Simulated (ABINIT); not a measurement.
Write the native input for ABINIT 10.8.3 (patched build) that does the following.

```yaml
Task: band structure
Functional: r2SCAN
Potentials_or_basis: JTH PAW PBE v2.0
Cutoff: 762 eV
k_mesh: 7 × 7 × 6
Occupations: fermi-dirac, width 0.05 eV
Spin: no spin polarisation
Fine-grid_cutoff: 1360.57 eV
```

SnO:

```
Sn O
1.0
     3.81370    0.00000    0.00000
     0.00000    3.81370    0.00000
     0.00000    0.00000    4.88691
Sn O
2 2
Direct
  0.50000 0.00000 0.76463
  0.00000 0.50000 0.23537
  0.00000 0.00000 0.00000
  0.50000 0.50000 0.00000
```

The cell is a database's computed one.

These files were run (other wordings do the same):

run.abi

```
# Datasets: ground state, then fixed potential
ndtset 2

# Pseudopotentials
pp_dirpath "./"
pseudos "Sn.GGA_PBE-JTH.xml, O.GGA_PBE-JTH.xml"

# Structure
acell 3.81369522 3.81369522 4.8869133 Angstrom
rprim
     1.0000000000     0.0000000000     0.0000000000
     0.0000000000     1.0000000000     0.0000000000
     0.0000000000     0.0000000000     1.0000000000
ntypat 2
znucl 50 8
natom 4
typat 1 1 2 2
xred
     0.5000000000     0.0000000000     0.7646261400
     0.0000000000     0.5000000000     0.2353738600
     0.0000000000     0.0000000000     0.0000000000
     0.5000000000     0.5000000000     0.0000000000

# Plane-wave basis
ecut 28.0
pawecutdg 50.0

# Exchange and correlation
ixc -497498
usekden 1
pawxcdev 0

# Bands and occupations
occopt 3
tsmear 0.00183747

# SCF cycle
nstep 100

# Output
iomode 3
prtwf 0
prteig 0
prtebands 0
enunit 1
prtden1 1
prtkden1 1

# Dataset 1
kptopt1 1
ngkpt1 7 7 6
nshiftk1 1
shiftk1 0.0 0.0 0.0
nband1 24
tolvrs1 1.0e-7

# Dataset 2: bands along G-X-M-G-Z-R-A-Z
iscf2 -2
getden2 1
getkden2 1
nband2 30
nbdbuf2 4
tolwfr2 1.0e-11
kptopt2 -7
ndivsm2 6
prteig2 1
prtvol2 -3
kptbounds2
     0.0000000000     0.0000000000     0.0000000000
     0.0000000000     0.5000000000     0.0000000000
     0.5000000000     0.5000000000     0.0000000000
     0.0000000000     0.0000000000     0.0000000000
     0.0000000000     0.0000000000     0.5000000000
     0.0000000000     0.5000000000     0.5000000000
     0.5000000000     0.5000000000     0.5000000000
     0.0000000000     0.0000000000     0.5000000000
```

Potentials or basis: JTH PAW PBE v2.0.

Launch:

```console
$ abinit run.abi > log 2>&1
```

Results of the run:

```json
{
  "Pressure": "-1.1 GPa",
  "Largest force": "0.116 eV/Å",
  "Band gap on the k mesh": "0.51 eV, indirect (least direct gap 2.36 eV)",
  "Band gap along the path": "0.29 eV, indirect (least direct gap 2.33 eV)",
  "Valence electrons inside the program's atomic spheres": "Sn 11.85; O 4.55"
}
```

Caveat: the PAW data sets were made with another functional, which shifts forces and pressure a little; spin-orbit coupling is left out, which moves the levels of the heavy elements; the mesh misses the band edges, which the band path finds closer together.

It took 8.6 min on 1 thread of Arm Neoverse V2, on a shared host, peak memory 0.24 GiB.
